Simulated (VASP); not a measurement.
Crystal: Se.

```
CELL_PARAMETERS angstrom
4.50482 0.00000 0.00000
-2.25241 3.90129 0.00000
0.00000 0.00000 4.97880
ATOMIC_POSITIONS crystal
Se 0.21789 0.00000 0.33333
Se 0.00000 0.21789 0.66667
Se 0.78211 0.78211 0.00000
```

```yaml
Program: VASP 6.6.1
Task: relaxation of cell and atoms
Functional: PBEsol
Potentials_or_basis: VASP PAW PBE potentials, release 64 (Se)
Cutoff: 600 eV
k_mesh: 9 × 9 × 6
Occupations: gaussian, width 0.02 eV
Spin: no spin polarisation
```

At the start: pressure -0.7 GPa; volume 29.17 Å³/atom.

How do energy, volume and symmetry change on relaxing?

Over 24 steps the energy falls by 39.7 meV/atom and the volume is 24.09 Å³/atom (-17.4 %); space group P3_121 (No. 152, to 0.05 Å).

Step by step:
| step | energy change (eV) | largest force (eV/Å) | pressure (GPa) | volume (Å³) |
| --- | --- | --- | --- | --- |
| 1 | 0.0000 | 0.1952 | -0.69 | 87.50 |
| 2 | -0.0136 | 0.2260 | -0.45 | 85.92 |
| 3 | -0.0469 | 0.3350 | 0.49 | 81.27 |
| 4 | -0.0485 | 0.5981 | 3.92 | 72.42 |
| 5 | -0.0605 | 0.4822 | 1.98 | 76.73 |
| 6 | -0.0649 | 0.4530 | 1.90 | 76.49 |
| 7 | -0.0767 | 0.3707 | 1.68 | 75.76 |
| 8 | -0.0942 | 0.2271 | 1.34 | 74.31 |
| 9 | -0.1075 | 0.0142 | 1.11 | 71.42 |
| 10 | -0.1110 | 0.0155 | 0.66 | 72.01 |
| 11 | -0.1140 | 0.0758 | -0.19 | 73.20 |
| 12 | -0.1150 | 0.0592 | -0.15 | 73.18 |
| 13 | -0.1172 | 0.0092 | -0.01 | 73.13 |
| 14 | -0.1176 | 0.0932 | 0.26 | 73.01 |
| 15 | -0.1181 | 0.0488 | 0.14 | 73.06 |
| 16 | -0.1184 | 0.0220 | -0.11 | 73.22 |
| 17 | -0.1184 | 0.0187 | -0.15 | 73.24 |
| 18 | -0.1186 | 0.0194 | -0.12 | 73.12 |
| 19 | -0.1190 | 0.0225 | -0.04 | 72.76 |
| 20 | -0.1188 | 0.0286 | 0.13 | 72.05 |
| 21 | -0.1191 | 0.0248 | 0.02 | 72.49 |
| 22 | -0.1192 | 0.0022 | -0.07 | 72.46 |
| 23 | -0.1192 | 0.0022 | -0.09 | 72.45 |
| 24 | -0.1192 | 0.0004 | 0.01 | 72.28 |

Final structure:
```cif
data_structure
_symmetry_space_group_name_H-M 'P 1'
_symmetry_Int_Tables_number 1
_cell_length_a 4.0346
_cell_length_b 4.0346
_cell_length_c 5.1274
_cell_angle_alpha 90.000
_cell_angle_beta 90.000
_cell_angle_gamma 120.000
_cell_volume 72.28
loop_
_atom_site_label
_atom_site_type_symbol
_atom_site_fract_x
_atom_site_fract_y
_atom_site_fract_z
_atom_site_occupancy
Se1 Se 0.24954 0.00000 0.33333 1
Se2 Se 0.00000 0.24954 0.66667 1
Se3 Se 0.75046 0.75046 0.00000 1
```

Caveat: the volume moved by over 15 % at a fixed basis, so the end points are rough; the PAW data sets were made with another functional, which shifts forces and pressure a little.
